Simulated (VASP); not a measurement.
# AlN (P6_3mc) in VASP: notebook

One crystal, AlN, is run at these levels: PBE0, PBE; tasks: band structure, G0W0 quasiparticle levels.

All numbers are computed with VASP 6.6.1; they aren't measurements. Logs are shortened: lines on timing, memory, paths and dates and some standing lists are left out, and cuts for length are marked.

**Measured values to compare with.**

“Structural and optical properties of self-assembled AlN nanowires grown on SiO2/Si substrates by molecular beam epitaxy”, 2024, arxiv:2402.00216 quotes, for a bulk crystal of AlN at 0 K: band gap 6.0343 eV (an exciton energy, a little under the gap).

The runs below are set against these values where they give the same quantity.

## 1. Starting point

It takes space group P6_3mc (No. 186, hexagonal). Conventional cell: a = 3.113 Å, b = 3.113 Å, c = 4.981 Å, α = 90.00°, β = 90.00°, γ = 120.00°. Al (site symmetry 3m) is surrounded by 4 N at 1.89 Å. Around N (site symmetry 3m) lie 4 Al at 1.89 Å.

## 2. Band structure, PBE0

POSCAR reads:

```
AlN
1.0
    3.1130000000      0.0000000000      0.0000000000
   -1.5565000000      2.6959370820      0.0000000000
    0.0000000000      0.0000000000      4.9810000000
Al N
2 2
Direct
    0.6666666667      0.3333333333      0.5000000000
    0.3333333333      0.6666666667      0.0000000000
    0.6666666667      0.3333333333      0.8800000000
    0.3333333333      0.6666666667      0.3800000000
```

INCAR.step1 reads:

```
PREC = Accurate ; ENCUT = 520
EDIFF = 1E-5 ; ISMEAR = 0
SIGMA = 0.02 ; LREAL = F
LASPH = T ; NELM = 100
ALGO = Normal ; ISIF = 2
LWAVE = T ; LCHARG = F
GGA = PE ; KPAR = 4
```

INCAR.step2 reads:

```
PREC = Accurate ; ENCUT = 520
EDIFF = 1E-6 ; ISMEAR = 0
SIGMA = 0.02 ; LREAL = F
LASPH = T ; NELM = 100
ALGO = Normal ; ISIF = 2
LWAVE = F ; LCHARG = F
GGA = PE ; LHFCALC = T
AEXX = 0.25 ; PRECFOCK = Fast
HFRCUT = -1 ; ISTART = 1
KPAR = 4
```

KPOINTS reads:

```
regular mesh
0
Gamma
  6 6 4
```

KPOINTS_OPT reads:

```
path GMKGALHA,LM,KH
8
line-mode
reciprocal
 0.0000000000  0.0000000000  0.0000000000  G
 0.5000000000  0.0000000000  0.0000000000  M

 0.5000000000  0.0000000000  0.0000000000  M
 0.3333333333  0.3333333333  0.0000000000  K

 0.3333333333  0.3333333333  0.0000000000  K
 0.0000000000  0.0000000000  0.0000000000  G

 0.0000000000  0.0000000000  0.0000000000  G
 0.0000000000  0.0000000000  0.5000000000  A

 0.0000000000  0.0000000000  0.5000000000  A
 0.5000000000  0.0000000000  0.5000000000  L

 0.5000000000  0.0000000000  0.5000000000  L
 0.3333333333  0.3333333333  0.5000000000  H

 0.3333333333  0.3333333333  0.5000000000  H
 0.0000000000  0.0000000000  0.5000000000  A

 0.5000000000  0.0000000000  0.5000000000  L
 0.5000000000  0.0000000000  0.0000000000  M

 0.3333333333  0.3333333333  0.0000000000  K
 0.3333333333  0.3333333333  0.5000000000  H
```

Potentials or basis: VASP PAW PBE potentials, release 64 (Al, N).

Launch:

```bash
$ cat potpaw_PBE.64/Al/POTCAR potpaw_PBE.64/N/POTCAR > POTCAR
$ cp INCAR.step1 INCAR
$ mpirun -np 4 vasp_std > vasp.out
$ cp INCAR.step2 INCAR
$ mpirun -np 4 vasp_std > vasp.out
```

OUTCAR:

```text
PREC = Accurate
   ENCUT = 520
   EDIFF = 1E-6
   ISMEAR = 0
   LREAL = F
   LASPH = T
   NELM = 100
   ISIF = 2
   GGA = PE
   LHFCALC = T
   AEXX = 0.25
   PRECFOCK = Fast
   ISTART = 1

 ion  position               nearest neighbor table
   1  0.667  0.333  0.500-   3 1.89   4 1.89   4 1.89   4 1.89   2 3.07   2 3.07   2 3.07   2 3.07
                             2 3.07   2 3.07
   2  0.333  0.667  0.000-   4 1.89   3 1.89   3 1.89   3 1.89   1 3.07   1 3.07   1 3.07   1 3.07
                             1 3.07   1 3.07
   3  0.667  0.333  0.880-   1 1.89   2 1.89   2 1.89   2 1.89
   4  0.333  0.667  0.380-   2 1.89   1 1.89   1 1.89   1 1.89

  LATTYP: Found a hexagonal cell.
 ALAT       =     3.1130000000
 C/A-ratio  =     1.6000642467

  Lattice vectors:

 A1 = (   3.1130000000,   0.0000000000,   0.0000000000)
 A2 = (  -1.5565000000,   2.6959370820,   0.0000000000)
 A3 = (   0.0000000000,   0.0000000000,   4.9810000000)

Analysis of symmetry for initial positions (statically):
=====================================================================
 Subroutine PRICEL returns:
 Original cell was already a primitive cell.

 Routine SETGRP: Setting up the symmetry group for a
 hexagonal supercell.

 Subroutine GETGRP returns: Found 12 space group operations
 (whereof  6 operations were pure point group operations)
 out of a pool of 24 trial point group operations.

The static configuration has the point symmetry C_3v.
 The point group associated with its full space group is C_6v.

Analysis of symmetry for dynamics (positions and initial velocities):
=====================================================================
 Subroutine PRICEL returns:
 Original cell was already a primitive cell.

 Routine SETGRP: Setting up the symmetry group for a
 hexagonal supercell.

 Subroutine GETGRP returns: Found 12 space group operations
 (whereof  6 operations were pure point group operations)
 out of a pool of 24 trial point group operations.

The dynamic configuration has the point symmetry C_3v.
 The point group associated with its full space group is C_6v.

 Subroutine INISYM returns: Found 12 space group operations
 (whereof  6 operations are pure point group operations),
 and found     1 'primitive' translations

----------------------------------------------------------------------------------------

                                     Primitive cell

  volume of cell :      41.8028

  direct lattice vectors                    reciprocal lattice vectors
     3.113000000  0.000000000  0.000000000     0.321233537  0.185464269  0.000000000
    -1.556500000  2.695937082  0.000000000     0.000000000  0.370928538  0.000000000
     0.000000000  0.000000000  4.981000000     0.000000000  0.000000000  0.200762899

  length of vectors
     3.113000000  3.113000000  4.981000000     0.370928538  0.370928538  0.200762899

  position of ions in fractional coordinates (direct lattice)
     0.666666667  0.333333333  0.500000000
     0.333333333  0.666666667  0.000000000
     0.666666667  0.333333333  0.880000000
     0.333333333  0.666666667  0.380000000

  ion indices of the primitive-cell ions
   primitive index   ion index
                 1           1
                 2           2
                 3           3
                 4           4

----------------------------------------------------------------------------------------

 KPOINTS: regular mesh

Automatic generation of k-mesh.
 Grid dimensions read from file:
 generate k-points for:    6    6    4

 Generating k-lattice:

  Cartesian coordinates                     Fractional coordinates (reciprocal lattice)
     0.053538923  0.030910711  0.000000000     0.166666667  0.000000000  0.000000000
     0.000000000  0.061821423  0.000000000     0.000000000  0.166666667  0.000000000
     0.000000000  0.000000000  0.050190725     0.000000000  0.000000000  0.250000000

  Length of vectors
     0.061821423  0.061821423  0.050190725

  Shift w.r.t. Gamma in fractional coordinates (k-lattice)
     0.000000000  0.000000000  0.000000000

 Subroutine IBZKPT returns following result:
 ===========================================

 Found     21 irreducible k-points:

 Following reciprocal coordinates:
            Coordinates               Weight
  0.000000  0.000000  0.000000      1.000000
  0.166667  0.000000  0.000000      6.000000
  0.333333  0.000000  0.000000      6.000000
  0.500000  0.000000  0.000000      3.000000
  0.166667  0.166667  0.000000      6.000000
  0.333333  0.166667  0.000000     12.000000
[... 13 lines left out ...]
  0.333333  0.166667  0.500000     12.000000
  0.333333  0.333333  0.500000      2.000000
   k-points           NKPTS =     21   k-points in BZ     NKDIM =    144   number of bands    NBANDS=     12
   number of dos      NEDOS =    301   number of ions     NIONS =      4
   total plane-waves  NPLWV =  23040
   dimension x,y,z NGX =    24 NGY =   24 NGZ =   40
   dimension x,y,z NGXF=    48 NGYF=   48 NGZF=   80
   ions per type =               2   2
   NGX,Y,Z   is equivalent  to a cutoff of  12.82, 12.82, 13.35 a.u.
   NGXF,Y,Z  is equivalent  to a cutoff of  25.63, 25.63, 26.70 a.u.
 SYSTEM =  unknown system
   PREC   = accura    normal or accurate (medium, high low for compatibility)
   ISTART =      1    job   : 0-new  1-cont  2-samecut
   ICHARG =      0    charge: 1-file 2-atom 10-const
   ISPIN  =      1    spin polarized calculation?
   LNONCOLLINEAR =      F non collinear calculations
   LSORBIT =      F    spin-orbit coupling
   LASPH  =      T    aspherical Exc in radial PAW
   ENCUT  =  520.0 eV  38.22 Ry    6.18 a.u.   5.79  5.79  9.26*2*pi/ulx,y,z
   NELM   =    100;   NELMIN=  2; NELMDL=  0     # of ELM steps
   EDIFF  = 0.1E-05   stopping-criterion for ELM
   LREAL  =      F    real-space projection
   EDIFFG = 0.1E-04   stopping-criterion for IOM
   NSW    =      0    number of steps for IOM
   IBRION =     -1    ionic relax: 0-MD 1-quasi-New 2-CG
   NFREE  =      0    steps in history (QN), initial steepest desc. (CG)
   ISIF   =      2    stress and relaxation
   ISYM   =      3    0-nonsym 1-usesym 2-fastsym
   POTIM  = 0.5000    time-step for ionic-motion
   TEBEG  =    0.0;   TEEND  =   0.0 temperature during run
   PSTRESS=    0.0 pullay stress
   NELECT =      16.0000    total number of electrons
   NUPDOWN=      -1.0000    fix difference up-down
   EMIN   =  10.00;   EMAX   =-10.00  energy-range for DOS
   EFERMI =   0.00;   METHOD = LEGACY
   ISMEAR =     0;   SIGMA  =   0.02  broadening in eV -4-tet -1-fermi 0-gaus
   EFERMI_NEDOS =   21; number of points for ismear=-14 and -15
   IALGO  =     38    algorithm
   IMIX   =      1    mixing-type and parameters
     AMIX     =   0.40;   BMIX     =  1.00
     AMIX_MAG =   1.60;   BMIX_MAG =  1.00
  volume/ion in A,a.u.               =      10.45        70.52
  Fermi-wavevector in a.u.,A,eV,Ry     =   1.188629  2.246183 19.222843  1.412839
  Thomas-Fermi vector in A             =   2.324754
   LORBIT       =      0    0 simple, 1 ext, 2 COOP (PROOUT), +10 PAW based schemes
   GGA     = PE    functional components
   LHFCALC =     T    Hartree Fock is set to
   PRECFOCK=fast      Normal, Fast or Accurate (Low or Medium for compatibility)
   ENCUT4O =  -1.0   cutoff for four orbital integrals eV
   NKREDX  =     1    reduce k-point grid by
   NKREDY  =     1    reduce k-point grid by
   NKREDZ  =     1    reduce k-point grid by
   AEXX    =    0.2500 exact exchange contribution
   HFSCREEN=    0.0000 screening length (either q_TF or 0.3 A-1)
   HFSCREENC=   0.0000 screening length for correlation (either q_TF or 0.3 A-1)
   ENCUTFOCK=  -1.0 apply spherical cutoff to Coloumb kernel
   IVDW    =     0    specifies the selected vdW correction
   LEPSILON=     F    determine dielectric tensor
   LRPA    =     F    only Hartree local field effects (RPA)
 non-spin polarized calculation
 Gauss-broadening in eV      SIGMA  =   0.02
  energy-cutoff  :      520.00
  volume of cell :       41.80
 maximum number of plane-waves:      1152
 NGX is ok and might be reduce to    24
  NGX = 14; NGY = 14; NGZ = 24

 number of electron      15.9999997 magnetization

 Free energy of the ion-electron system (eV)
  ---------------------------------------------------
  ext. energy  EPLUGINS =         0.00000000
  ---------------------------------------------------
  free energy    TOTEN  =       -36.72524434 eV

  energy without entropy =      -36.72524434  energy(sigma->0) =      -36.72524434

 E-fermi :   4.9431     XC(G=0):  -8.5897

 val. band max:        4.8284273258   @ k =   0.0000   0.0000   0.0000
 cond. band min:      11.1314869192   @ k =   0.0000   0.0000   0.0000
 fundamental gap:      6.3030595934
 Fermi energy:         4.9430617583

 k-point     1 :       0.0000    0.0000    0.0000
  band No.  band energies     occupation
      1     -11.8794      2.00000
      2      -9.5839      2.00000
      3      -1.6983      2.00000
      4       3.8979      2.00000
      5       3.8979      2.00000
      6       4.6295      2.00000
      7       4.6295      2.00000
      8       4.8284      2.00000
      9      11.1315      0.00000
     10      13.7119      0.00000
     11      18.0654      0.00000
     12      18.3814      0.00000

 k-point     2 :       0.1667    0.0000    0.0000
  band No.  band energies     occupation
      1     -11.5102      2.00000
      2      -9.3858      2.00000
      3      -1.2432      2.00000
      4       2.3760      2.00000
      5       3.2568      2.00000
      6       3.4693      2.00000
      7       4.5384      2.00000
      8       4.6351      2.00000
      9      12.4772      0.00000
     10      14.8355      0.00000
     11      16.4108      0.00000
     12      16.9970      0.00000
[... 256 lines left out ...]
 k-point    20 :       0.3333    0.1667    0.5000
  band No.  band energies     occupation
      1      -9.4048      2.00000
      2      -9.4048      2.00000
      3      -0.7781      2.00000
      4      -0.7781      2.00000
      5       1.9935      2.00000
      6       1.9935      2.00000
      7       3.7445      2.00000
      8       3.7445      2.00000
      9      13.2447      0.00000
     10      13.2447      0.00000
     11      16.5089      0.00000
     12      16.5089      0.00000

 k-point    21 :       0.3333    0.3333    0.5000
  band No.  band energies     occupation
      1      -9.1667      2.00000
      2      -9.1667      2.00000
      3      -0.4366      2.00000
      4      -0.4366      2.00000
      5       0.6599      2.00000
      6       0.6599      2.00000
      7       3.9569      2.00000
      8       3.9569      2.00000
      9      14.5174      0.00000
     10      14.5174      0.00000
     11      14.9481      0.00000
     12      14.9481      0.00000

------------------------ aborting loop because EDIFF is reached ----------------------------------------

  FORCE on cell =-STRESS in cart. coord.  units (eV):
  Direction    XX          YY          ZZ          XY          YZ          ZX
  --------------------------------------------------------------------------------------
  -------------------------------------------------------------------------------------
  Total       -0.5898213     -0.5898213     -0.1644421      0.0000000      0.0000000      0.0000000
  in kB      -22.6060979    -22.6060979     -6.3025777      0.0000000      0.0000000      0.0000000
  external PRESSURE =     -17.1715912 kB  Pullay stress =       0.0000000 kB

 VOLUME and BASIS-vectors are now :
 -----------------------------------------------------------------------------
  energy-cutoff  :      520.00
  volume of cell :       41.80
      direct lattice vectors                 reciprocal lattice vectors
     3.113000000  0.000000000  0.000000000     0.321233537  0.185464269  0.000000000
    -1.556500000  2.695937082  0.000000000     0.000000000  0.370928538  0.000000000
     0.000000000  0.000000000  4.981000000     0.000000000  0.000000000  0.200762899

 POSITION                                       TOTAL-FORCE (eV/Angst)
 -----------------------------------------------------------------------------------
      1.55650      0.89865      2.49050         0.000000     -0.000000     -0.127662
     -0.00000      1.79729      0.00000         0.000000      0.000000     -0.127662
      1.55650      0.89865      4.38328        -0.000000      0.000000      0.127662
     -0.00000      1.79729      1.89278         0.000000     -0.000000      0.127662
 -----------------------------------------------------------------------------------
    total drift:                               -0.000000     -0.000000      0.000230

  FREE ENERGIE OF THE ION-ELECTRON SYSTEM (eV)
  ---------------------------------------------------
  free  energy   TOTEN  =       -36.7252443412 eV

  energy  without entropy=      -36.7252443412  energy(sigma->0) =      -36.72524434
```

Wall time 6.4 min (4 MPI ranks of Intel Xeon Platinum 8488C (Sapphire Rapids), shared host); peak memory 0.19 GiB.

What came out:

```yaml
Free_energy: -36.7252 eV
Pressure: -1.7 GPa
Largest_force: 0.128 eV/Å
Band_gap_on_the_k_mesh: 6.30 eV, direct
Band_gap_along_the_path: 6.30 eV, direct
```

Forces on the atoms (eV/Å):
```
Al   0.000  0.000 -0.128
Al   0.000  0.000 -0.128
N    0.000  0.000  0.128
N    0.000  0.000  0.128
```

Stress tensor (GPa, compression positive):
```
-2.26  0.00  0.00
 0.00 -2.26  0.00
 0.00  0.00 -0.63
```

Levels at the corners of the path, in eV from the valence-band top:
| point | band 4 | band 5 | band 6 | band 7 | band 8 | band 9 | band 10 | band 11 | band 12 |
| --- | --- | --- | --- | --- | --- | --- | --- | --- | --- |
| Γ | -0.93 | -0.93 | -0.20 | -0.20 | 0.00 | 6.30 | 8.88 | 13.26 | 13.55 |
| M | -4.53 | -3.65 | -2.28 | -1.91 | -0.74 | 7.93 | 7.93 | 10.50 | 12.88 |
| M | -4.53 | -3.65 | -2.28 | -1.91 | -0.74 | 7.93 | 7.93 | 10.50 | 12.88 |
| K | -4.11 | -4.11 | -2.66 | -2.60 | -2.60 | 7.10 | 10.74 | 12.16 | 12.16 |
| K | -4.11 | -4.11 | -2.66 | -2.60 | -2.60 | 7.10 | 10.74 | 12.16 | 12.16 |
| Γ | -0.93 | -0.93 | -0.20 | -0.20 | 0.00 | 6.30 | 8.88 | 13.24 | 13.55 |
| Γ | -0.93 | -0.93 | -0.20 | -0.20 | 0.00 | 6.30 | 8.88 | 13.24 | 13.55 |
| A | -3.61 | -0.58 | -0.58 | -0.58 | -0.58 | 8.70 | 8.70 | 12.79 | 12.79 |
| A | -3.61 | -0.58 | -0.58 | -0.58 | -0.58 | 8.70 | 8.70 | 12.79 | 12.79 |
| L | -6.09 | -1.59 | -1.59 | -1.48 | -1.48 | 7.41 | 7.41 | 11.59 | 11.59 |
| L | -6.09 | -1.59 | -1.59 | -1.48 | -1.48 | 7.41 | 7.41 | 11.59 | 11.59 |
| H | -5.27 | -4.17 | -4.17 | -0.87 | -0.87 | 9.69 | 9.69 | 10.12 | 10.12 |
| H | -5.27 | -4.17 | -4.17 | -0.87 | -0.87 | 9.69 | 9.69 | 10.12 | 10.12 |
| A | -3.61 | -0.58 | -0.58 | -0.58 | -0.58 | 8.70 | 8.70 | 12.79 | 12.79 |
| L | -6.09 | -1.59 | -1.59 | -1.48 | -1.48 | 7.41 | 7.41 | 11.59 | 11.59 |
| M | -4.53 | -3.65 | -2.28 | -1.91 | -0.74 | 7.93 | 7.93 | 10.50 | 12.96 |
| K | -4.11 | -4.11 | -2.66 | -2.60 | -2.60 | 7.10 | 10.74 | 12.16 | 12.16 |
| H | -5.27 | -4.17 | -4.17 | -0.87 | -0.87 | 9.69 | 9.69 | 10.12 | 10.12 |

Caveat: the PAW data sets were made with another functional, which shifts forces and pressure a little.

(Continued in part 2 of 3.)
